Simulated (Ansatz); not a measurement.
# Al (bcc)

Level of theory: DFT, HSE06, scalar-relativistic, no spin polarisation; plane waves to 420 eV with PAW datasets (Ansatz 0.2.0), Γ-centred 10×10×10 mesh, 0.05 eV Gaussian smearing. The datasets are Ansatz's generated set soft_2.

```
CELL_PARAMETERS angstrom
-1.61453 1.61453 1.61453
1.61453 -1.61453 1.61453
1.61453 1.61453 -1.61453
ATOMIC_POSITIONS crystal
Al 0.00000 0.00000 0.00000
```

At room temperature and ambient pressure Al is fcc.

The volume is at zero pressure for this level.

Path: Γ–H–N–Γ–P–H | P–N, with Γ = (0.000, 0.000, 0.000), H = (0.500, -0.500, 0.500), N = (0.000, 0.000, 0.500), P = (0.250, 0.250, 0.250) in reciprocal vectors of the calculation's cell.

Is it a metal or an insulator, and if it has a gap, where are the band edges on this path?

A metal: bands cross the Fermi level.

Levels between -4 and 4 eV from the Fermi level at the path's named points:
| point | below E_F (eV) | above E_F (eV) |
| --- | --- | --- |
| Γ |  |  |
| H |  | 2.14 2.14 2.14 3.31 3.31 |
| N |  |  |
| P | -1.07 -1.07 -1.07 | 0.43 |

With 3 valence electrons in the calculation's cell and no magnetic order, the bands, two electrons each, can't all be full or empty: band theory demands a metal.

For a metal under a hybrid functional this mesh is coarse.
